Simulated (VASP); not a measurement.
CsBr:

```xyz
2
Lattice="4.2860 0.0000 0.0000 0.0000 4.2860 0.0000 0.0000 0.0000 4.2860" Properties=species:S:1:pos:R:3 pbc="T T T"
Cs    0.0000    0.0000    0.0000
Br    2.1430    2.1430    2.1430
```

- Program: VASP 6.6.1
- Task: relaxation of cell and atoms
- Functional: LDA
- Potentials or basis: VASP PAW LDA potentials, release 64 (Cs_sv, Br)
- Cutoff: 600 eV
- k mesh: 4 × 4 × 4
- Occupations: gaussian, width 0.01 eV
- Spin: no spin polarisation

At the start: pressure -1.6 GPa; volume 39.37 Å³/atom.

How do energy, volume and symmetry change on relaxing?

Over 4 steps the energy falls by 20.3 meV/atom and the volume is 35.69 Å³/atom (-9.3 %); space group Pm-3m (No. 221, to 0.05 Å).

Step by step:
```csv
step,energy change (eV),largest force (eV/Å),pressure (GPa),volume (Å³)
1,0.0000,0.0000,-1.60,78.73
2,-0.0331,0.0000,-0.77,74.35
3,-0.0405,0.0000,-0.05,71.57
4,-0.0406,0.0000,0.01,71.38
```

Final structure:
```xyz
2
Lattice="4.1481 0.0000 0.0000 0.0000 4.1481 0.0000 0.0000 0.0000 4.1481" Properties=species:S:1:pos:R:3 pbc="T T T"
Cs    0.0000    0.0000    0.0000
Br    2.0741    2.0741    2.0741
```
